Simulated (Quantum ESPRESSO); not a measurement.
The system is W.

```
CELL_PARAMETERS angstrom
-1.58234 1.58234 1.58234
1.58234 -1.58234 1.58234
1.58234 1.58234 -1.58234
ATOMIC_POSITIONS crystal
W 0.00000 0.00000 0.00000
```

Base run:

* Program: Quantum ESPRESSO 7.5
* Functional: PBEsol
* Potentials or basis: PseudoDojo 0.4 FR PBEsol standard
* Cutoff: 1007 eV
* Density cutoff: 4027 eV
* k mesh: 12 × 12 × 12
* Occupations: fermi-dirac, width 0.05 eV
* Spin: spin-orbit coupling, no magnetisation

Its results: band gap on the k mesh none (metal or under the smearing width); pressure -1.6 GPa.

**Question.** The run is repeated on the same cell with these changes: potentials or basis from PseudoDojo 0.4 FR PBEsol standard to PseudoDojo 0.4.1 SR PBEsol standard; spin from spin-orbit coupling, no magnetisation to no spin polarisation. What comes out?

**Answer.** Band gap on the k mesh none (metal or under the smearing width); pressure -2.8 GPa.

Caveats: spin-orbit coupling is left out, which moves the levels of the heavy elements (some runs).
